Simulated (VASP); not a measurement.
# Mo in VASP: single point with RPBE

Aim: the single point of Mo with RPBE.

All numbers are computed with VASP 6.6.1; they aren't measurements. Logs are shortened: lines on timing, memory, paths and dates and some standing lists are left out, and cuts for length are marked.

## 1. The crystal as given

The cell holds a molecule_in_box, 1 atom: a = 14.000 Å, b = 14.500 Å, c = 15.000 Å, α = 90.00°, β = 90.00°, γ = 90.00°.

## 2. Single point, RPBE, collinear spin, ferromagnetic start

Contents of INCAR:

```
ALGO = Normal
AMIX = 0.2
AMIX_MAG = 0.8
BMIX = 1E-4
BMIX_MAG = 1E-4
EDIFF = 1E-6
ENCUT = 450
GGA = RP
ISIF = 2
ISMEAR = 0
ISPIN = 2
ISYM = 0
LASPH = T
LCHARG = F
LMAXMIX = 4
LORBIT = 11
LREAL = F
LWAVE = F
MAGMOM = 6
NBANDS = 17
NELM = 200
PREC = Accurate
SIGMA = 0.005
```

Contents of KPOINTS:

```
k-points
0
Gamma
  1 1 1
```

Contents of POSCAR:

```
Mo
1.0
   14.0000000000      0.0000000000      0.0000000000
    0.0000000000     14.5000000000      0.0000000000
    0.0000000000      0.0000000000     15.0000000000
Mo
1
Direct
    0.5000000000      0.5000000000      0.5000000000
```

Potentials or basis: VASP PAW PBE potentials, release 64 (Mo_sv).

The run is started by

```bash
> cat potpaw_PBE.64/Mo_sv/POTCAR > POTCAR
> mpirun -np 2 vasp_gam > vasp.out
```

OUTCAR:

```text
AMIX = 0.2
   AMIX_MAG = 0.8
   EDIFF = 1E-6
   ENCUT = 450
   GGA = RP
   ISIF = 2
   ISMEAR = 0
   ISPIN = 2
   ISYM = 0
   LASPH = T
   LORBIT = 11
   LREAL = F
   NELM = 200
   PREC = Accurate

 ion  position               nearest neighbor table
   1  0.500  0.500  0.500-

IMPORTANT INFORMATION: All symmetrisations will be switched off!
NOSYMM: (Re-)initialisation of all symmetry stuff for point group C_1.

----------------------------------------------------------------------------------------

                                     Primitive cell

  volume of cell :    3045.0000

  direct lattice vectors                    reciprocal lattice vectors
    14.000000000  0.000000000  0.000000000     0.071428571  0.000000000  0.000000000
     0.000000000 14.500000000  0.000000000     0.000000000  0.068965517  0.000000000
     0.000000000  0.000000000 15.000000000     0.000000000  0.000000000  0.066666667

  length of vectors
    14.000000000 14.500000000 15.000000000     0.071428571  0.068965517  0.066666667

  position of ions in fractional coordinates (direct lattice)
     0.500000000  0.500000000  0.500000000

  ion indices of the primitive-cell ions
   primitive index   ion index
                 1           1

----------------------------------------------------------------------------------------

 KPOINTS: k-points

Automatic generation of k-mesh.
 Grid dimensions read from file:
 generate k-points for:    1    1    1

 Generating k-lattice:

  Cartesian coordinates                     Fractional coordinates (reciprocal lattice)
     0.071428571  0.000000000  0.000000000     1.000000000  0.000000000  0.000000000
     0.000000000  0.068965517  0.000000000     0.000000000  1.000000000  0.000000000
     0.000000000  0.000000000  0.066666667     0.000000000  0.000000000  1.000000000

  Length of vectors
     0.071428571  0.068965517  0.066666667

  Shift w.r.t. Gamma in fractional coordinates (k-lattice)
     0.000000000  0.000000000  0.000000000

 Subroutine IBZKPT returns following result:
 ===========================================

 Found      1 irreducible k-points:

 Following reciprocal coordinates:
            Coordinates               Weight
  0.000000  0.000000  0.000000      1.000000
   k-points           NKPTS =      1   k-points in BZ     NKDIM =      1   number of bands    NBANDS=     18
   number of dos      NEDOS =    301   number of ions     NIONS =      1
   total plane-waves  NPLWV = ******
   dimension x,y,z NGX =    98 NGY =  100 NGZ =  108
   dimension x,y,z NGXF=   196 NGYF=  200 NGZF=  216
   ions per type =               1
   NGX,Y,Z   is equivalent  to a cutoff of  11.64, 11.47, 11.97 a.u.
   NGXF,Y,Z  is equivalent  to a cutoff of  23.27, 22.93, 23.94 a.u.
 SYSTEM =  unknown system
   PREC   = accura    normal or accurate (medium, high low for compatibility)
   ISTART =      0    job   : 0-new  1-cont  2-samecut
   ICHARG =      2    charge: 1-file 2-atom 10-const
   ISPIN  =      2    spin polarized calculation?
   LNONCOLLINEAR =      F non collinear calculations
   LSORBIT =      F    spin-orbit coupling
   LASPH  =      T    aspherical Exc in radial PAW
   ENCUT  =  450.0 eV  33.07 Ry    5.75 a.u.  24.22 25.08 25.95*2*pi/ulx,y,z
   NELM   =    200;   NELMIN=  2; NELMDL= -5     # of ELM steps
   EDIFF  = 0.1E-05   stopping-criterion for ELM
   LREAL  =      F    real-space projection
   EDIFFG = 0.1E-04   stopping-criterion for IOM
   NSW    =      0    number of steps for IOM
   IBRION =     -1    ionic relax: 0-MD 1-quasi-New 2-CG
   NFREE  =      0    steps in history (QN), initial steepest desc. (CG)
   ISIF   =      2    stress and relaxation
   ISYM   =      0    0-nonsym 1-usesym 2-fastsym
   POTIM  = 0.5000    time-step for ionic-motion
   TEBEG  =    0.0;   TEEND  =   0.0 temperature during run
   PSTRESS=    0.0 pullay stress
   NELECT =      14.0000    total number of electrons
   NUPDOWN=      -1.0000    fix difference up-down
   EMIN   =  10.00;   EMAX   =-10.00  energy-range for DOS
   EFERMI =   0.00;   METHOD = LEGACY
   ISMEAR =     0;   SIGMA  =   0.01  broadening in eV -4-tet -1-fermi 0-gaus
   EFERMI_NEDOS =   21; number of points for ismear=-14 and -15
   IALGO  =     38    algorithm
   IMIX   =      4    mixing-type and parameters
     AMIX     =   0.20;   BMIX     =  0.00
     AMIX_MAG =   0.80;   BMIX_MAG =  0.00
  volume/ion in A,a.u.               =    3045.00     20548.67
  Fermi-wavevector in a.u.,A,eV,Ry     =   0.272221  0.514423  1.008250  0.074104
  Thomas-Fermi vector in A             =   1.112538
   LORBIT       =     11    0 simple, 1 ext, 2 COOP (PROOUT), +10 PAW based schemes
   GGA     = RP    functional components
   LHFCALC =     F    Hartree Fock is set to
   AEXX    =    0.0000 exact exchange contribution
   IVDW    =     0    specifies the selected vdW correction
   LEPSILON=     F    determine dielectric tensor
   LRPA    =     F    only Hartree local field effects (RPA)
 spin polarized calculation
 Gauss-broadening in eV      SIGMA  =   0.01
  energy-cutoff  :      450.00
  volume of cell :     3045.00
 maximum number of plane-waves:     33027
 NGX is ok and might be reduce to    98
   NGX = 49   NGY = 51   NGZ = 51

 number of electron      14.0000000 magnetization       6.0000000

 Free energy of the ion-electron system (eV)
  ---------------------------------------------------
  ext. energy  EPLUGINS =         0.00000000
  ---------------------------------------------------
  free energy    TOTEN  =        -4.72724785 eV

  energy without entropy =       -4.72724785  energy(sigma->0) =       -4.72724785

 E-fermi :  -4.3530     XC(G=0):  -0.3009

 val. band max:       -4.4336047084   @ k =   0.0000   0.0000   0.0000
 cond. band min:      -1.7137134010   @ k =   0.0000   0.0000   0.0000
 fundamental gap:      2.7198913074
 Fermi energy:        -4.3530000609

 spin component 1

 k-point     1 :       0.0000    0.0000    0.0000
  band No.  band energies     occupation
      1     -64.6160      1.00000
      2     -38.9146      1.00000
      3     -38.9146      1.00000
      4     -38.9146      1.00000
      5      -4.4518      1.00000
      6      -4.4336      1.00000
      7      -4.4336      1.00000
      8      -4.4336      1.00000
      9      -4.4336      1.00000
     10      -4.4336      1.00000
     11      -1.1710      0.00000
     12      -1.1693      0.00000
     13      -1.1671      0.00000
     14      -0.1956      0.00000
     15       0.4583      0.00000
     16       0.4778      0.00000
     17       0.6689      0.00000
     18       0.6793      0.00000
 Fermi energy:        -4.3530000609

 spin component 2

 k-point     1 :       0.0000    0.0000    0.0000
  band No.  band energies     occupation
      1     -61.9511      1.00000
      2     -35.9203      1.00000
      3     -35.9203      1.00000
      4     -35.9203      1.00000
      5      -1.7137      0.00000
      6      -1.0818      0.00000
      7      -1.0817      0.00000
      8      -1.0817      0.00000
      9      -1.0816      0.00000
     10      -1.0816      0.00000
     11       0.1752      0.00000
     12       0.6699      0.00000
     13       0.7068      0.00000
     14       0.7481      0.00000
     15       0.7858      0.00000
     16       0.8430      0.00000
     17       1.0702      0.00000
     18       1.2272      0.00000

------------------------ aborting loop because EDIFF is reached ----------------------------------------

  FORCE on cell =-STRESS in cart. coord.  units (eV):
  Direction    XX          YY          ZZ          XY          YZ          ZX
  --------------------------------------------------------------------------------------
  -------------------------------------------------------------------------------------
  Total       -0.0284487     -0.0285338     -0.0272823     -0.0000034      0.0000016     -0.0000017
  in kB       -0.0149688     -0.0150135     -0.0143550     -0.0000018      0.0000008     -0.0000009
  external PRESSURE =      -0.0147791 kB  Pullay stress =       0.0000000 kB

 VOLUME and BASIS-vectors are now :
 -----------------------------------------------------------------------------
  energy-cutoff  :      450.00
  volume of cell :     3045.00
      direct lattice vectors                 reciprocal lattice vectors
    14.000000000  0.000000000  0.000000000     0.071428571  0.000000000  0.000000000
     0.000000000 14.500000000  0.000000000     0.000000000  0.068965517  0.000000000
     0.000000000  0.000000000 15.000000000     0.000000000  0.000000000  0.066666667

 POSITION                                       TOTAL-FORCE (eV/Angst)
 -----------------------------------------------------------------------------------
      7.00000      7.25000      7.50000         0.000001     -0.000000      0.000001
 -----------------------------------------------------------------------------------
    total drift:                                0.000001     -0.000000      0.000001

  FREE ENERGIE OF THE ION-ELECTRON SYSTEM (eV)
  ---------------------------------------------------
  free  energy   TOTEN  =        -4.7272478481 eV

  energy  without entropy=       -4.7272478481  energy(sigma->0) =       -4.72724785

 total charge

# of ion       s       p       d       tot
------------------------------------------
    1        2.269   5.941   4.027  12.237

 magnetization (x)

# of ion       s       p       d       tot
------------------------------------------
    1        0.274   0.016   4.027   4.317
```

Run time: 85 s. Hardware: 2 MPI ranks of Intel Xeon 6975P-C (Granite Rapids), shared host; peak memory 1.3 GiB.

What came out:

```yaml
Free_energy: -4.7272 eV
Gap_between_the_frontier_levels: 2.72 eV
Net_moment: 6.00 μB per cell
Site_moments: Mo +4.32 μB
Valence_electrons_inside_the_program's_atomic_spheres: Mo 12.24
```

Caveat: the PAW data sets were made with another functional, which shifts forces and pressure a little.
